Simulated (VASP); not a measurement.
# Sr (Fm-3m) in VASP: notebook

Aim: see how the results for Sr move with the level of theory and the settings. Levels: PBEsol, PW91+D4. Tasks: single point.

Everything below comes from runs of VASP 6.6.1. Logs are shortened: lines on timing, memory, paths and dates and some standing lists are left out, and cuts for length are marked.

### 1 The structure

It takes space group Fm-3m (No. 225, cubic). Conventional cell: a = 6.085 Å, b = 6.085 Å, c = 6.085 Å, α = 90.00°, β = 90.00°, γ = 90.00°. Around Sr (site symmetry m-3m) lie 12 Sr at 4.30 Å.

### 2 Single point, PBEsol

Contents of run.py:

```python
from ase.calculators.vasp import Vasp
from ase.dft.bandgap import bandgap
from ase.io import read

atoms = read('Sr.cif', primitive_cell=True, subtrans_included=False)
calc = Vasp(
    directory='calc',
    xc='pbesol',
    pp='PBE',
    setups='materialsproject',
    prec='Accurate',
    encut=520,
    ediff=1e-06,
    ismear=0,
    sigma=0.05,
    lreal=False,
    lasph=True,
    nelm=60,
    algo='Normal',
    isif=2,
    lwave=False,
    lcharg=False,
    kpts=[8, 8, 8],
    gamma=True,
    nbands=11,
)
atoms.calc = calc

print('energy (eV):', atoms.get_potential_energy())
print('free energy (eV):', atoms.get_potential_energy(force_consistent=True))
print('forces (eV/A):')
print(atoms.get_forces())
print('stress (eV/A^3, Voigt):', atoms.get_stress())
print('Fermi level (eV):', calc.get_fermi_level())
gap, top, bottom = bandgap(calc)
print('band gap (eV):', gap, 'from (spin, k, band)', top, 'to', bottom)
```

Contents of Sr.cif:

```cif
data_Sr
_cell_length_a 6.08470000
_cell_length_b 6.08470000
_cell_length_c 6.08470000
_cell_angle_alpha 90.00000000
_cell_angle_beta 90.00000000
_cell_angle_gamma 90.00000000
_space_group_name_H-M_alt 'Fm-3m'
_space_group_name_Hall '-F 4 2 3'
_space_group_IT_number 225
loop_
_space_group_symop_operation_xyz
'x,y,z'
'-x,-y,-z'
'-y,x,z'
'y,-x,-z'
'-x,-y,z'
'x,y,-z'
'y,-x,z'
'-y,x,-z'
'x,-y,-z'
'-x,y,z'
'-y,-x,-z'
'y,x,z'
'-x,y,-z'
'x,-y,z'
'y,x,-z'
'-y,-x,z'
'z,x,y'
'-z,-x,-y'
'z,-y,x'
'-z,y,-x'
'z,-x,-y'
'-z,x,y'
'z,y,-x'
'-z,-y,x'
'-z,x,-y'
'z,-x,y'
'-z,-y,-x'
'z,y,x'
'-z,-x,y'
'z,x,-y'
'-z,y,x'
'z,-y,-x'
'y,z,x'
'-y,-z,-x'
'x,z,-y'
'-x,-z,y'
'-y,z,-x'
'y,-z,x'
'-x,z,y'
'x,-z,-y'
'-y,-z,x'
'y,z,-x'
'-x,-z,-y'
'x,z,y'
'y,-z,-x'
'-y,z,x'
'x,-z,y'
'-x,z,-y'
'x,y+1/2,z+1/2'
'-x,-y+1/2,-z+1/2'
'-y,x+1/2,z+1/2'
[... 62 lines left out ...]
'-z+1/2,-x,-y+1/2'
'z+1/2,-y,x+1/2'
'-z+1/2,y,-x+1/2'
'z+1/2,-x,-y+1/2'
'-z+1/2,x,y+1/2'
'z+1/2,y,-x+1/2'
'-z+1/2,-y,x+1/2'
'-z+1/2,x,-y+1/2'
'z+1/2,-x,y+1/2'
'-z+1/2,-y,-x+1/2'
'z+1/2,y,x+1/2'
'-z+1/2,-x,y+1/2'
'z+1/2,x,-y+1/2'
'-z+1/2,y,x+1/2'
'z+1/2,-y,-x+1/2'
'y+1/2,z,x+1/2'
'-y+1/2,-z,-x+1/2'
'x+1/2,z,-y+1/2'
'-x+1/2,-z,y+1/2'
'-y+1/2,z,-x+1/2'
'y+1/2,-z,x+1/2'
'-x+1/2,z,y+1/2'
'x+1/2,-z,-y+1/2'
'-y+1/2,-z,x+1/2'
'y+1/2,z,-x+1/2'
'-x+1/2,-z,-y+1/2'
'x+1/2,z,y+1/2'
'y+1/2,-z,-x+1/2'
'-y+1/2,z,x+1/2'
'x+1/2,-z,y+1/2'
'-x+1/2,z,-y+1/2'
'x+1/2,y+1/2,z'
'-x+1/2,-y+1/2,-z'
'-y+1/2,x+1/2,z'
'y+1/2,-x+1/2,-z'
'-x+1/2,-y+1/2,z'
'x+1/2,y+1/2,-z'
'y+1/2,-x+1/2,z'
'-y+1/2,x+1/2,-z'
'x+1/2,-y+1/2,-z'
'-x+1/2,y+1/2,z'
'-y+1/2,-x+1/2,-z'
'y+1/2,x+1/2,z'
'-x+1/2,y+1/2,-z'
'x+1/2,-y+1/2,z'
'y+1/2,x+1/2,-z'
'-y+1/2,-x+1/2,z'
'z+1/2,x+1/2,y'
'-z+1/2,-x+1/2,-y'
'z+1/2,-y+1/2,x'
'-z+1/2,y+1/2,-x'
'z+1/2,-x+1/2,-y'
'-z+1/2,x+1/2,y'
'z+1/2,y+1/2,-x'
'-z+1/2,-y+1/2,x'
'-z+1/2,x+1/2,-y'
'z+1/2,-x+1/2,y'
'-z+1/2,-y+1/2,-x'
'z+1/2,y+1/2,x'
'-z+1/2,-x+1/2,y'
'z+1/2,x+1/2,-y'
'-z+1/2,y+1/2,x'
'z+1/2,-y+1/2,-x'
'y+1/2,z+1/2,x'
'-y+1/2,-z+1/2,-x'
'x+1/2,z+1/2,-y'
'-x+1/2,-z+1/2,y'
'-y+1/2,z+1/2,-x'
'y+1/2,-z+1/2,x'
'-x+1/2,z+1/2,y'
'x+1/2,-z+1/2,-y'
'-y+1/2,-z+1/2,x'
'y+1/2,z+1/2,-x'
'-x+1/2,-z+1/2,-y'
'x+1/2,z+1/2,y'
'y+1/2,-z+1/2,-x'
'-y+1/2,z+1/2,x'
'x+1/2,-z+1/2,y'
'-x+1/2,z+1/2,-y'
loop_
_atom_site_label
_atom_site_type_symbol
_atom_site_symmetry_multiplicity
_atom_site_Wyckoff_symbol
_atom_site_fract_x
_atom_site_fract_y
_atom_site_fract_z
_atom_site_occupancy
Sr1 Sr 4 a 0.0000000000 0.0000000000 0.0000000000 1
```

Potentials or basis: VASP PAW PBE potentials, release 64 (Sr_sv).

Launch:

```sh
$ python run.py
```

Standard output:

```text
energy (eV): -1.83180169
free energy (eV): -1.8324191
forces (eV/A):
[[ 0. -0.  0.]]
stress (eV/A^3, Voigt): [ 0.00583478  0.00583478  0.00583478 -0.         -0.         -0.        ]
Fermi level (eV): 1.40892605
band gap (eV): 0.0 from (spin, k, band) (None, None, None) to (None, None, None)
```

OUTCAR:

```text
ENCUT = 520.000000
   EDIFF = 1.00e-06
   GGA = PS
   PREC = Accurate
   ISIF = 2
   ISMEAR = 0
   NELM = 60
   LASPH = .TRUE.
   LREAL = .FALSE.

 ion  position               nearest neighbor table
   1  0.000  0.000  0.000-

  LATTYP: Found a face centered cubic cell.
 ALAT       =     6.0847000000

  Lattice vectors:

 A1 = (   0.0000000000,   3.0423500000,   3.0423500000)
 A2 = (   3.0423500000,   0.0000000000,   3.0423500000)
 A3 = (   3.0423500000,   3.0423500000,   0.0000000000)

Analysis of symmetry for initial positions (statically):
=====================================================================
 Subroutine PRICEL returns:
 Original cell was already a primitive cell.

 Routine SETGRP: Setting up the symmetry group for a
 face centered cubic supercell.

 Subroutine GETGRP returns: Found 48 space group operations
 (whereof 48 operations were pure point group operations)
 out of a pool of 48 trial point group operations.

The static configuration has the point symmetry O_h .

Analysis of symmetry for dynamics (positions and initial velocities):
=====================================================================
 Subroutine PRICEL returns:
 Original cell was already a primitive cell.

 Routine SETGRP: Setting up the symmetry group for a
 face centered cubic supercell.

 Subroutine GETGRP returns: Found 48 space group operations
 (whereof 48 operations were pure point group operations)
 out of a pool of 48 trial point group operations.

The dynamic configuration has the point symmetry O_h .

 Subroutine INISYM returns: Found 48 space group operations
 (whereof 48 operations are pure point group operations),
 and found     1 'primitive' translations

----------------------------------------------------------------------------------------

                                     Primitive cell

  volume of cell :      56.3193

  direct lattice vectors                    reciprocal lattice vectors
     0.000000000  3.042350000  3.042350000    -0.164346640  0.164346640  0.164346640
     3.042350000  0.000000000  3.042350000     0.164346640 -0.164346640  0.164346640
     3.042350000  3.042350000  0.000000000     0.164346640  0.164346640 -0.164346640

  length of vectors
     4.302532631  4.302532631  4.302532631     0.284656730  0.284656730  0.284656730

  position of ions in fractional coordinates (direct lattice)
     0.000000000  0.000000000  0.000000000

  ion indices of the primitive-cell ions
   primitive index   ion index
                 1           1

----------------------------------------------------------------------------------------

[... 80 lines left out ...]
   NELECT =      10.0000    total number of electrons
   NUPDOWN=      -1.0000    fix difference up-down
   EMIN   =  10.00;   EMAX   =-10.00  energy-range for DOS
   EFERMI =   0.00;   METHOD = LEGACY
   ISMEAR =     0;   SIGMA  =   0.05  broadening in eV -4-tet -1-fermi 0-gaus
   EFERMI_NEDOS =   21; number of points for ismear=-14 and -15
   IALGO  =     38    algorithm
   IMIX   =      4    mixing-type and parameters
     AMIX     =   0.40;   BMIX     =  1.00
     AMIX_MAG =   1.60;   BMIX_MAG =  1.00
  volume/ion in A,a.u.               =      56.32       380.06
  Fermi-wavevector in a.u.,A,eV,Ry     =   0.920144  1.738819 11.519569  0.846664
  Thomas-Fermi vector in A             =   2.045416
   LORBIT       =      0    0 simple, 1 ext, 2 COOP (PROOUT), +10 PAW based schemes
   GGA     = PS    functional components
   LHFCALC =     F    Hartree Fock is set to
   AEXX    =    0.0000 exact exchange contribution
   IVDW    =     0    specifies the selected vdW correction
   LEPSILON=     F    determine dielectric tensor
   LRPA    =     F    only Hartree local field effects (RPA)
 non-spin polarized calculation
 Gauss-broadening in eV      SIGMA  =   0.05
  energy-cutoff  :      520.00
  volume of cell :       56.32
 maximum number of plane-waves:      1540
   NGX = 15   NGY = 15   NGZ = 15

 number of electron      10.0000000 magnetization

 Free energy of the ion-electron system (eV)
  ---------------------------------------------------
  ext. energy  EPLUGINS =         0.00000000
  ---------------------------------------------------
  free energy    TOTEN  =        -1.83241910 eV

  energy without entropy =       -1.83118429  energy(sigma->0) =       -1.83180169

 E-fermi :   1.4089     XC(G=0):  -7.3578

 val. band max:        1.3401207862   @ k =  -0.3750   0.3750   0.0000
 cond. band min:       1.4325614004   @ k =  -0.3750   0.2500   0.1250
 fundamental gap:      0.0924406142
 Fermi energy:         1.4089260471

 k-point     1 :       0.0000    0.0000    0.0000
  band No.  band energies     occupation
      1     -35.1686      2.00000
      2     -17.0736      2.00000
      3     -17.0736      2.00000
      4     -17.0736      2.00000
      5      -2.2049      2.00000
      6       3.7234      0.00000
      7       3.7234      0.00000
      8       3.7234      0.00000
      9       5.1591      0.00000
     10       5.1591      0.00000
     11       8.4602      0.00000
[... 309 lines left out ...]
 k-point    24 :      -0.3750    0.2500    0.1250
  band No.  band energies     occupation
      1     -35.1540      2.00000
      2     -17.2307      2.00000
      3     -17.1462      2.00000
      4     -17.1139      2.00000
      5       0.9514      2.00000
      6       1.4326      0.50381
      7       2.7447      0.00000
      8       4.0234      0.00000
      9       5.6405      0.00000
     10       6.4303      0.00000
     11       6.5283      0.00000

 [... further k-points ...]

------------------------ aborting loop because EDIFF is reached ----------------------------------------

  FORCE on cell =-STRESS in cart. coord.  units (eV):
  Direction    XX          YY          ZZ          XY          YZ          ZX
  --------------------------------------------------------------------------------------
  -------------------------------------------------------------------------------------
  Total       -0.3286109     -0.3286109     -0.3286109     -0.0000000     -0.0000000      0.0000000
  in kB       -9.3483499     -9.3483499     -9.3483499     -0.0000000     -0.0000000      0.0000000
  external PRESSURE =      -9.3483499 kB  Pullay stress =       0.0000000 kB

 VOLUME and BASIS-vectors are now :
 -----------------------------------------------------------------------------
  energy-cutoff  :      520.00
  volume of cell :       56.32
      direct lattice vectors                 reciprocal lattice vectors
     0.000000000  3.042350000  3.042350000    -0.164346640  0.164346640  0.164346640
     3.042350000  0.000000000  3.042350000     0.164346640 -0.164346640  0.164346640
     3.042350000  3.042350000  0.000000000     0.164346640  0.164346640 -0.164346640

 POSITION                                       TOTAL-FORCE (eV/Angst)
 -----------------------------------------------------------------------------------
      0.00000      0.00000      0.00000         0.000000     -0.000000      0.000000
 -----------------------------------------------------------------------------------
    total drift:                                0.000000      0.000000      0.000000

  FREE ENERGIE OF THE ION-ELECTRON SYSTEM (eV)
  ---------------------------------------------------
  free  energy   TOTEN  =        -1.8324190968 eV

  energy  without entropy=       -1.8311842900  energy(sigma->0) =       -1.83180169
```

INCAR:

```text
ENCUT = 520.000000
SIGMA = 0.050000
EDIFF = 1.00e-06
ALGO = Normal
GGA = PS
PREC = Accurate
ISIF = 2
ISMEAR = 0
NBANDS = 11
NELM = 60
LASPH = .TRUE.
LCHARG = .FALSE.
LWAVE = .FALSE.
LREAL = .FALSE.
```

Wall time 7.7 s (1 thread of Intel Xeon 6975P-C (Granite Rapids), shared host); peak memory 0.17 GiB.

Results:

```yaml
Free_energy: -1.8324 eV
Pressure: -0.9 GPa
Band_gap_on_the_k_mesh: none (metal or under the smearing width)
```

Caveat: the PAW data sets were made with another functional, which shifts forces and pressure a little.

### 3 Single point, PW91+D4, spin-orbit coupling, no magnetisation

Contents of INCAR:

```
SYSTEM = Sr
PREC = Accurate ; ENCUT = 520
EDIFF = 1E-7 ; ISMEAR = 1
SIGMA = 0.1 ; LREAL = .FALSE.
LASPH = .TRUE. ; NELM = 60
ALGO = Normal ; ISIF = 2
LWAVE = .FALSE. ; LCHARG = .FALSE.
LNONCOLLINEAR = .TRUE. ; MAGMOM = 0 0 0
LORBIT = 11 ; LSORBIT = .TRUE.
GGA_COMPAT = .FALSE. ; GGA = 91
IVDW = 13 ; VDW_S6 = 1.0
VDW_S8 = 0.77283111 ; VDW_A1 = 0.39581542
VDW_A2 = 4.93405761 ; NBANDS = 34
IMIX = 1 ; AMIX = 0.1
```

Contents of KPOINTS:

```
regular mesh
0
G
  2 2 2
  0 0 0
```

Contents of POSCAR:

```
Sr
1.0
    0.0000000000      3.0423500000      3.0423500000
    3.0423500000      0.0000000000      3.0423500000
    3.0423500000      3.0423500000      0.0000000000
Sr
1
Cartesian
    0.0000000000      0.0000000000      0.0000000000
```

Potentials or basis: VASP PAW PBE potentials, release 64 (Sr_sv).

Launch:

```sh
$ cat potpaw_PBE.64/Sr_sv/POTCAR > POTCAR
$ mpirun -np 1 vasp_ncl > vasp.out
```

Wall time 58 s (1 thread of Intel Xeon 6975P-C (Granite Rapids), shared host); peak memory 0.28 GiB.

The run converged, but some of its settings lie outside the range that counts as converged (typed here: IMIX = 1; AMIX = 0.1; k = 2 × 2 × 2; NBANDS = 34), so its numbers aren't taken as properties of the crystal.

What came out:

```yaml
Free_energy: -1.8498 eV
Pressure: -4.2 GPa
Valence_electrons_inside_the_program's_atomic_spheres: Sr 7.97
Dispersion_energy_per_atom: -0.109 eV
```

Caveat: the k mesh is coarse (spacing up to 0.89 Å⁻¹), so the values aren't converged; the PAW data sets were made with another functional, which shifts forces and pressure a little.

### 4 The reference run

An earlier run on the cell as given: functional PBE; potentials or basis VASP PAW PBE potentials, release 64 (Sr_sv); cutoff 520 eV; k mesh 8 × 8 × 8; occupations fermi-dirac, width 0.05 eV; no spin polarisation.

* Pressure: -0.3 GPa
* Band gap on the k mesh: none (metal or under the smearing width)
